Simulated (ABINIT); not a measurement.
Runs of ABINIT 10.8.3 (patched build) on Ni. Symmetry: Im-3m, No. 229, cubic system. The conventional cell has a = 2.767 Å, b = 2.767 Å, c = 2.767 Å, α = 90.00°, β = 90.00°, γ = 90.00°. Around Ni (site symmetry m-3m) lie 8 Ni at 2.40 Å. This isn't the form of Ni at room conditions, which is fcc.

```csv
level,gap on the mesh (eV),pressure (GPa),moment (μB)
PBE,none,8.3,0.59
BLYP,none,18.4,0.55
PBEsol,none,-1.9,0.59
RPBE,none,14.0,0.59
AM05,none,-2.7,0.59
LDA,none,(c),0.55
revPBE,none,(a),0.59
PW91,none,8.0,0.57
WC,none,(b),0.58
```

Alike in all rows: task single point; potentials or basis JTH PAW PBE v2.0; spin collinear, ferromagnetic start; cell as given; k mesh 13 × 13 × 13; cutoff (eV) 1333; smearing fermi-dirac 0.05 eV.

Problem. Fill in the values left out.

Solution. (a) 12.4; (b) -0.8; (c) -9.6.

Caveats: the PAW data sets were made with another functional, which shifts forces and pressure a little (some runs).

A gap of «none» marks a metal or a gap under the smearing width.
